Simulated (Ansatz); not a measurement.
Program: Ansatz.

The input (input.yaml):

```yaml
accuracy: low
crystal:
  lattice:
    - [10.38, 0.0, 0.0]
    - [-5.19, 8.989344, 0.0]
    - [0.0, 0.0, 11.06508]
  atoms:
    - { symbol: Tl, position: [-0.04822103, -0.03557525, -0.03043794] }
    - { symbol: Tl, position: [0.14905528, 0.18058151, 0.33577317] }
    - { symbol: Tl, position: [0.00946675, 0.00656273, 0.56550278] }
    - { symbol: Tl, position: [0.13595296, 0.28500234, 0.72193534] }
    - { symbol: Tl, position: [0.03006427, 0.280577, 0.05429635] }
    - { symbol: Tl, position: [0.1411934, 0.58277981, 0.21882892] }
    - { symbol: Tl, position: [-0.0473824, 0.29832172, 0.42422189] }
    - { symbol: Tl, position: [0.02731357, 0.50389856, 0.75827098] }
    - { symbol: Tl, position: [-0.03885978, 0.58472963, -0.00339514] }
    - { symbol: Tl, position: [0.06146732, 0.86407012, 0.22205405] }
    - { symbol: Tl, position: [0.00213569, 0.71887187, 0.52787074] }
    - { symbol: Tl, position: [0.13068179, 0.84232665, 0.82415402] }
    - { symbol: Tl, position: [0.31569586, 0.03043054, 0.04911315] }
    - { symbol: Tl, position: [0.47776628, 0.24355337, 0.23833173] }
    - { symbol: Tl, position: [0.26804871, -0.02205392, 0.51581981] }
    - { symbol: Tl, position: [0.45819193, 0.19997681, 0.78010668] }
    - { symbol: Tl, position: [0.32380091, 0.32709547, -0.05675905] }
    - { symbol: Tl, position: [0.37377461, 0.47941732, 0.22573114] }
    - { symbol: Tl, position: [0.38845415, 0.29526827, 0.53926447] }
    - { symbol: Tl, position: [0.43815737, 0.5826304, 0.76437627] }
    - { symbol: Tl, position: [0.27427802, 0.67536391, -0.02855898] }
    - { symbol: Tl, position: [0.43976073, 0.92302779, 0.27894133] }
    - { symbol: Tl, position: [0.23105149, 0.63910433, 0.45426225] }
    - { symbol: Tl, position: [0.42210569, 0.89921036, 0.74245306] }
    - { symbol: Tl, position: [0.58976118, -0.07128926, -0.02714605] }
    - { symbol: Tl, position: [0.7407961, 0.16164634, 0.18662969] }
    - { symbol: Tl, position: [0.59349133, 0.03374377, 0.52830546] }
    - { symbol: Tl, position: [0.77446846, 0.22423316, 0.83889396] }
    - { symbol: Tl, position: [0.66224567, 0.34736716, 0.03158506] }
    - { symbol: Tl, position: [0.85585185, 0.55658647, 0.25976179] }
    - { symbol: Tl, position: [0.70362057, 0.35458082, 0.47208963] }
    - { symbol: Tl, position: [0.72936486, 0.53828478, 0.71485765] }
    - { symbol: Tl, position: [0.62870917, 0.62532481, 0.033379] }
    - { symbol: Tl, position: [0.77843909, 0.90677925, 0.27484021] }
    - { symbol: Tl, position: [0.66404288, 0.69338494, 0.50809197] }
    - { symbol: Tl, position: [0.76097211, 0.92326647, 0.73016041] }
basis:
  ecutwfc: 420.0
kpoints:
  mp_grid: { grid: [1, 1, 1] }
hamiltonian:
  xc: pbesol
scf:
  occupations: { method: fermi_dirac, width: 0.1 }
  lower_state_search: "off"
  max_iter: 95
md:
  timestep: 3
  n_steps: 25
  ensemble: npt_langevin
  temperature: 630.0
  initial_velocities: maxwell_boltzmann
  seed: 934736
  friction: 0.01
  pressure: 10.0
  fix_cell: [shape]
  dt: 0.5
```

Launched with:

```bash
$ ansatz run input.yaml --threads 4 --pin off --max-ram 10240MiB --backend cpu --events-out ev --progress --plain --runs-dir out
```

Problem. What happens when this is run?

Solution. The program refused the input.

```
Error: YAML parse error: error: line 64 column 3: unknown field `dt`, expected one of timestep, n_steps, ensemble, temperature, temperature_schedule, friction, pressure, stress_2d, fix_cell, beads, quantum_up_to, nose_hoover, initial_velocities, initial_site_velocities, seed, constraints, density_extrapolation, masses
  --> <input>:64:3
   |
62 |   pressure: 10.0
63 |   fix_cell: [shape]
64 |   dt: 0.5
   |   ^ unknown field `dt`, expected one of timestep, n_steps, ensemble, temperature, temperature_schedule, friction, pressure, stress_2d, fix_cell, beads, quantum_up_to, nose_hoover, initial_velocities, initial_site_velocities, seed, constraints, density_extrapolation, masses
65 | checkpoint: { write: ck, compress: false, write_wavefunctions: fals…
```
